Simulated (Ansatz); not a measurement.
Input of an Ansatz 0.2.0 run:

The input input.yaml:

```yaml
crystal:
  lattice:
    - [1.5855, 0.9153888518, 6.1149966667]
    - [-1.5855, 0.9153888518, 6.1149966667]
    - [0.0, -1.8307777036, 6.1149966667]
  atoms:
    - { symbol: Mo, position: [0.0, 0.0, 0.0] }
    - { symbol: S, position: [0.25, 0.25, 0.25] }
    - { symbol: S, position: [0.75, 0.75, 0.75] }
hamiltonian:
  xc: pbesol
  pseudopotentials: { kind: paw }
kpoints:
  mp_grid: { grid: [6, 6, 6] }
scf:
  occupations: { method: fermi_dirac, width: 0.05 }
  n_extra_bands: 7
output:
  forces: true
  stress: true
  eigenvalues: true
  dos: { projected: true, de: 0.05, nscf_kmesh: { grid: [9, 9, 9] } }
  write_density: true
  write_potential: true
  elf: true
  volumetric_format: npy
```

Potentials or basis: Ansatz PAW.

The run is started by

```console
$ ansatz run input.yaml --threads 2 --pin off --max-ram 5632MiB --backend cpu --events-out ev --progress --plain --runs-dir out
```

What does it give for the largest force?

0.712 eV/Å.

What does it give for the pressure?

2.8 GPa.

What does it give for the density of states at the Fermi level?

0.56 states/eV per cell.

Predict the band gap on the k mesh.

none (metal or under the smearing width).

States per cell in windows of 1 eV (zero at the Fermi level; states under -8 eV left out):
| from (eV) | total | S 3p | Mo 4d | Mo 5s | S 3s | Mo 4p |
| --- | --- | --- | --- | --- | --- | --- |
| -8.0 | 0.00 | 0.00 | 0.00 | 0.00 | 0.00 | 0.00 |
| -7.0 | 1.36 | 0.81 | 0.43 | 0.06 | 0.03 | 0.00 |
| -6.0 | 2.41 | 1.54 | 0.73 | 0.03 | 0.05 | 0.02 |
| -5.0 | 2.88 | 1.65 | 1.02 | 0.04 | 0.12 | 0.02 |
| -4.0 | 2.24 | 1.30 | 0.77 | 0.01 | 0.10 | 0.01 |
| -3.0 | 2.35 | 1.68 | 0.52 | 0.01 | 0.08 | 0.02 |
| -2.0 | 1.37 | 0.78 | 0.54 | 0.00 | 0.02 | 0.01 |
| -1.0 | 1.31 | 0.52 | 0.73 | 0.01 | 0.02 | 0.00 |
| 0.0 | 2.13 | 0.88 | 1.19 | 0.01 | 0.01 | 0.00 |
| 1.0 | 1.96 | 0.41 | 1.47 | 0.05 | 0.01 | 0.00 |
| 2.0 | 1.17 | 0.46 | 0.55 | 0.00 | 0.05 | 0.00 |
| 3.0 | 1.71 | 0.80 | 0.74 | 0.00 | 0.06 | 0.00 |
| 4.0 | 1.11 | 0.38 | 0.45 | 0.04 | 0.08 | 0.00 |
| 5.0 | 0.27 | 0.02 | 0.01 | 0.04 | 0.01 | 0.00 |
| 6.0 | 1.19 | 0.08 | 0.05 | 0.20 | 0.03 | 0.00 |
| 7.0 | 2.21 | 0.13 | 0.06 | 0.33 | 0.08 | 0.00 |

Caveat: the k mesh is coarse (spacing up to 0.39 Å⁻¹), so the values aren't converged; the cell's inner coordinates are idealised or old, which leaves forces on the atoms; the PAW data sets come from PBE, with cores solved anew for the run's functional, which leaves a small shift of forces and pressure; the density of states is complete only up to the lowest level of the last band computed.
